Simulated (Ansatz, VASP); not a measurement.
# One calculation of HfO2, two programs

```xyz
6
Lattice="3.4962 0.0000 0.0000 0.0000 3.4962 0.0000 0.0000 0.0000 5.3534" Properties=species:S:1:pos:R:3 pbc="T T T"
Hf    1.7481    1.7481    2.6767
Hf    0.0000    0.0000    0.0000
O     0.0000    1.7481    3.7229
O     1.7481    0.0000    4.3073
O     1.7481    0.0000    1.6306
O     0.0000    1.7481    1.0462
```

Change from the starting cell: biaxial strain in the a-b plane, c and atoms relaxed: -3.0 %.

Alike in both runs: functional PBE; k mesh 6 × 6 × 4; occupations gaussian, width 0.02 eV; no spin polarisation.

Ansatz relaxed the structure, and its values are those at the end. VASP's run is a single point on that final structure, the one shown.

|  | VASP | Ansatz |
| --- | --- | --- |
| version | VASP 6.6.1 | Ansatz 0.2.0 |
| potentials or method | VASP PAW PBE potentials, release 64 (Hf_pv, O) | scalar-relativistic, plane waves, PAW |
| plane-wave cutoff (eV) | 520 | 420 |
| valence electrons in the cell | 44 | 76 |

```tsv
	VASP	Ansatz	Ansatz less VASP
gap on the k mesh at the Fermi level (eV)	4.67	4.69	+0.018
least direct gap on the mesh (eV)	4.73	4.74	+0.012
pressure (GPa)	8.6	12.0	+3.40
rms of the force components (eV/Å)	0.023	0.000	-0.0228
```

The functional is the same, so the differences come from potentials, cutoffs and numerics. The two sets of potentials don't hold the same shells in valence.

Caveats: spin-orbit coupling is left out, which moves the levels of the heavy elements. A k mesh can miss the band edges.
